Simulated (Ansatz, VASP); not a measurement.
# Na: VASP beside Ansatz

```
CELL_PARAMETERS angstrom
-2.17718 2.17718 2.00300
2.17718 -2.17718 2.00300
2.17718 2.17718 -2.00300
ATOMIC_POSITIONS crystal
Na 0.00000 0.00000 0.00000
```

Alike in both runs: task single point; functional LDA; k mesh 18 × 18 × 18; occupations gaussian, width 0.15 eV; no spin polarisation.

```csv
,VASP,Ansatz
version,VASP 6.6.1,Ansatz 0.2.0
potentials or method,"VASP PAW LDA potentials, release 64 (Na_pv)","scalar-relativistic, plane waves, PAW"
plane-wave cutoff (eV),520,420
valence electrons in the cell,7,9
```

```csv
,VASP,Ansatz,Ansatz less VASP
gap on the k mesh at the Fermi level (eV),none,none,-
pressure (GPa),-1.1,-0.9,+0.15
largest component of the traceless stress (GPa),0.12,0.12,-0.001
```

A gap of «none» marks a metal or a gap that the smearing closes. The two sets of potentials don't hold the same shells in valence.
